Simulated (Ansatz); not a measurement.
Pb in Ansatz: the effect of functional

Crystal: Pb.

```
Pb
1.0
     3.52579    0.00000    0.00000
    -1.76290    3.05343    0.00000
     0.00000    0.00000    5.66356
Pb
2
Cartesian
  1.7629 1.0178 4.2477
  0.0000 2.0356 1.4159
```

This isn't the form of Pb at room conditions, which is fcc.

The cell isn't the ideal one: volume scaled by 1.04.

Alike in all runs:

| Quantity | Value |
| --- | --- |
| Program | Ansatz 0.2.0 |
| Task | single point |
| Potentials or basis | Ansatz PAW |
| k mesh | 9 × 9 × 5 |
| Occupations | fermi-dirac, width 0.05 eV |
| Spin | no spin polarisation |

```csv
functional,cutoff,pressure (GPa)
LDA,420 eV (not typed: the program's choice for these potentials),?
PBE,420 eV (not typed: the program's choice for these potentials),2.1
PBEsol,420 eV (not typed: the program's choice for these potentials),-0.7
r2SCAN,500 eV (not typed: the program's choice for these potentials),0.9
```

What does the run with functional LDA give?

Pressure -2.2 GPa.

Caveats: the PAW data sets come from PBE, with cores solved anew for the run's functional, which leaves a small shift of forces and pressure (some runs).
